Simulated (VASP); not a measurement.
Write the native input for VASP 6.6.1 that does the following.

* Task: relaxation of cell and atoms
* Functional: r2SCAN
* Potentials or basis: VASP PAW PBE potentials, release 64 (Cu, I)
* Cutoff: 600 eV
* k mesh: 8 × 8 × 8
* Occupations: gaussian, width 0.03 eV
* Spin: no spin polarisation
* Further INCAR settings: ALGO = Normal; EDIFF = 1e-07; IBRION = 2; EDIFFG = -0.005; NSW = 90; ISIF = 3

The structure of CuI (Marshite) lies in POSCAR:

```
CuI                                     
1.0
    0.0000000000      3.0103111273      3.0103111273
    3.0103111273     -0.0000000000      3.0103111273
    3.0103111273      3.0103111273      0.0000000000
  Cu              I             
     1     1
Direct
     0.2500000000000000    0.2500000000000000    0.2500000000000000
     0.0000000000000000    0.0000000000000000    0.0000000000000000
```

These files were run (other wordings do the same):

INCAR

```
SYSTEM = CuI
PREC = Accurate
ENCUT = 600
EDIFF = 1E-7
ISMEAR = 0
SIGMA = 0.03
LREAL = .FALSE.
LASPH = .TRUE.
NELM = 80
ALGO = Normal
ISIF = 3
LWAVE = .FALSE.
LCHARG = .FALSE.
METAGGA = R2SCAN
LMIXTAU = .TRUE.
IBRION = 2
NSW = 90
EDIFFG = -0.005
```

KPOINTS

```
Automatic mesh
0
G
  8 8 8
  0 0 0
```

Potentials or basis: VASP PAW PBE potentials, release 64 (Cu, I).

The run is started by

```sh
$ cat potpaw_PBE.64/Cu/POTCAR potpaw_PBE.64/I/POTCAR > POTCAR
$ mpirun -np 1 vasp_std > vasp.out
```

It gave:

```json
{
  "Relaxed volume": "27.30 Å³/atom",
  "Relaxed cell": "a = 4.258 Å, b = 4.258 Å, c = 4.258 Å, α = 60.00°, β = 60.00°, γ = 60.00°",
  "Space group after relaxing (to 0.05 Å)": "F-43m (No. 216)",
  "Energy gained by relaxing": "0.0 meV/atom",
  "Ionic steps": "3",
  "Pressure after relaxing": "0.0 GPa",
  "Band gap on the k mesh": "1.67 eV, direct"
}
```

Caveat: the PAW data sets were made with another functional, which shifts forces and pressure a little; spin-orbit coupling is left out, which moves the levels of the heavy elements.

Wall time 4.1 min on 1 thread of Intel(R) Xeon(R) Platinum 8488C (Sapphire Rapids), with other jobs on the host, peak memory 0.23 GiB.
